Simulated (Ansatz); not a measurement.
# InN, pressure series

Base system: InN in the wurtzite structure (space group P6_3mc, No. 186).

```yaml
crystal:
  lattice:
    - [3.58085, 0.00000, 0.00000]
    - [-1.79043, 3.10111, 0.00000]
    - [0.00000, 0.00000, 5.78816]
  atoms:
    - { symbol: In, position: [0.66667, 0.33333, 0.50197] }
    - { symbol: In, position: [0.33333, 0.66667, 0.00197] }
    - { symbol: N, position: [0.66667, 0.33333, 0.12323] }
    - { symbol: N, position: [0.33333, 0.66667, 0.62323] }
```

Cell and atoms are relaxed at each pressure.

Level of theory: PBE (Ansatz, a first-principles code; PAW; 420 eV plane waves; spin-orbit coupling left out), earlier PAW set.

Notes on the quantities. enthalpy: H = E + PV relative to the base's energy.

| case | enthalpy | volume per atom | c/a ratio |
|---|---|---|---|
| base | – | 16.07 Å³ | 1.616 |
| pressure −2 GPa | -0.20 eV/atom | 16.34 Å³ | 1.617 |
| pressure −1 GPa | -0.10 eV/atom | 16.20 Å³ | 1.617 |
| pressure 0.9 GPa | +0.09 eV/atom | 15.95 Å³ | 1.616 |
| pressure 2.1 GPa | +0.21 eV/atom | 15.80 Å³ | 1.616 |
| pressure 4.5 GPa | +0.44 eV/atom | ? | 1.615 |
| pressure 9 GPa | +0.87 eV/atom | ? | 1.613 |
| pressure 15 GPa | +1.43 eV/atom | 14.57 Å³ | 1.611 |
| pressure 22.5 GPa | +2.10 eV/atom | 14.04 Å³ | 1.608 |
| pressure 30 GPa | +2.74 eV/atom | 13.59 Å³ | 1.603 |

Task: Some entries are withheld; estimate them.

Result: 
- pressure 4.5 GPa, volume per atom: 15.53 Å³
- pressure 9 GPa, volume per atom: 15.08 Å³

A case with no gap was solved on a k-mesh chosen for an insulator, which is coarse for it. Load acts through the strain it causes; cell and atoms are relaxed under it. Stability against distortions was not tested. Tetrahedral semiconductors of this kind turn to denser phases somewhere between about 1 and 50 GPa; those were not computed, so compressed cells here can lie past the real transition. The final runs are not spin-polarised.
